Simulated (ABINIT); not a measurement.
Runs of ABINIT 10.8.3 (patched build) on NiO. Symmetry: Fm-3m, No. 225, cubic system. Conventional cell: a = 4.172 Å, b = 4.172 Å, c = 4.172 Å, α = 90.00°, β = 90.00°, γ = 90.00°. Ni (site symmetry m-3m) is surrounded by 6 O at 2.09 Å. O (site symmetry m-3m) is surrounded by 6 Ni at 2.09 Å. 

```csv
task,level,potentials or basis,cell,k mesh,cutoff (eV),stop of the response cycle (tolvrs),acoustic sum rule (asr),cell freedom (optcell),optimiser (ionmov),cutoff smearing ecutsm (Ha),gap on the mesh (eV),pressure (GPa),moment (μB)
phonons,PBEsol,PseudoDojo NC SR PBEsol v0.4.1 standard,as given,"6 × 6 × 6, with 4 shifts",1225,1e-08,2,-,-,-,-,-12.6,0.64
single point,PBEsol,PseudoDojo NC SR PBEsol v0.4.1 standard,as given,8 × 8 × 8,1225,-,-,-,-,-,none,-6.2,1.69
relaxation of cell and atoms,LDA,PseudoDojo NC SR LDA v0.4.1 standard,relaxed,8 × 8 × 8,1333,-,-,2,2,0.5,none,0.0,0.71
single point,LDA,PseudoDojo NC SR LDA v0.4.1 standard,cell relaxed,8 × 8 × 8,1333,-,-,-,-,-,none,0.0,0.71
phonons at a zone-boundary q,LDA,PseudoDojo NC SR LDA v0.4.1 standard,cell relaxed at zero pressure by an earlier run,"6 × 6 × 6, with 4 shifts",1333,1e-10,-,-,-,0.5,-,(a),(b)
```

Alike in all rows: spin collinear, ferromagnetic start; smearing fermi-dirac 0.05 eV.

Question: Estimate the missing entries.

Answer: (a) -0.9; (b) 0.19.

Caveats: small starting moments can end in a higher magnetic state in this program; a cell with one magnetic atom can't hold antiferromagnetic order, which such compounds often take (some runs); semilocal functionals often make such compounds metallic where correlation or magnetic order opens a gap, which also shifts bond lengths (some runs); the mesh is coarse for a metal's response (some runs); the cell is more than 3 GPa from zero pressure, which shifts response properties (some runs); this build's spin-polarised response under this functional may be imprecise (some runs); some modes are imaginary (some runs).

A gap of «none» marks a metal or a gap under the smearing width.

Runs at the PBE level aren't shown here.
